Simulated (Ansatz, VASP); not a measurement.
**One calculation of BN, two programs**

```
B N
1.0
     3.62600    0.00000    0.00000
     0.00000   -3.62600    0.00000
     0.00000    0.00000   -3.62600
B N
4 4
Direct
  0.00000 0.50000 0.50000
  0.50000 0.00000 0.50000
  0.50000 0.50000 0.00000
  0.00000 0.00000 0.00000
  0.75000 0.75000 0.75000
  0.25000 0.25000 0.75000
  0.25000 0.75000 0.25000
  0.75000 0.25000 0.25000
```

Alike in both runs: task single point; functional PBE; k mesh 6 × 6 × 6; occupations gaussian, width 0.05 eV; no spin polarisation.

|  | VASP | Ansatz |
| --- | --- | --- |
| version | VASP 6.6.1 | Ansatz 0.2.0 |
| potentials or method | VASP PAW PBE potentials, release 64 (B, N) | scalar-relativistic, plane waves, PAW |
| plane-wave cutoff (eV) | 520 | 420 |
| valence electrons in the cell | 32 | 32 |

|  | VASP | Ansatz | Ansatz less VASP |
| --- | --- | --- | --- |
| gap on the k mesh at the Fermi level (eV) | 4.45 | 4.46 | +0.012 |
| least direct gap on the mesh (eV) | 4.45 | 4.46 | +0.012 |
| pressure (GPa) | -0.2 | -0.4 | -0.24 |

A k mesh can miss the band edges.
